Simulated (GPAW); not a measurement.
Input of a GPAW 26.7.0 run:

Contents of run.py:

```python
from ase import Atoms
from ase.eos import EquationOfState
from ase.io import Trajectory
from ase.units import GPa
from gpaw import GPAW, PW

atoms = Atoms(['N', 'B'],
              cell=[[0.0, 1.813001, 1.813001],
                    [1.813001, 0.0, 1.813001],
                    [1.813001, 1.813001, 0.0]],
              scaled_positions=[[0.25, 0.25, 0.25],
                                [0.0, 0.0, 0.0]],
              pbc=True)

traj = Trajectory('eos.traj', 'w')
volumes, energies = [], []
for x in [0.94, 0.96, 0.98, 1.0, 1.02, 1.04, 1.06]:
    a = atoms.copy()
    a.set_cell(atoms.cell * x**(1 / 3), scale_atoms=True)
    calc = GPAW(mode=PW(800),
                xc='MGGA_X_R2SCAN+MGGA_C_R2SCAN',
                kpts={'size': (13, 13, 13), 'gamma': True},
                occupations={'name': 'fermi-dirac', 'width': 0.05},
                nbands=11,
                convergence={'density': 1e-05, 'energy': 1e-05},
                maxiter=150,
                txt=f'eos-{x:.2f}.txt')
    a.calc = calc
    energies.append(a.get_potential_energy(force_consistent=True))
    volumes.append(a.get_volume())
    p = -a.get_stress()[:3].mean() / GPa
    calc.write(f'eos-{x:.2f}.gpw')
    traj.write(a)
    print(f'{x:.2f} {volumes[-1]:10.4f} A^3 {energies[-1]:14.6f} eV {p:9.3f} GPa', flush=True)

v0, e0, B = EquationOfState(volumes, energies, eos='birchmurnaghan').fit()
print(f'V0 = {v0:.4f} A^3, E0 = {e0:.6f} eV, B0 = {B / GPa:.2f} GPa')
```

Potentials or basis: GPAW PAW data sets (gpaw-data 1.2.1), pw.

Run with:

```console
$ OMP_NUM_THREADS=1 python run.py
```

Question: Predict the equilibrium volume.

Answer: 5.88 Å³/atom (rough: see the caveat).

Question: What does it give for the bulk modulus?

Answer: 390 GPa (rough).

Energy against volume, from the lowest point:
```
volume (Å³/atom)  energy (meV/atom)
           5.602              17.12
           5.721               5.25
           5.840               0.00
           5.959               0.95
           6.078               7.36
           6.198              18.77
           6.317              34.82
```

Caveat: the points scatter about the fit; the PAW data sets were made with another functional, which shifts forces and pressure a little.
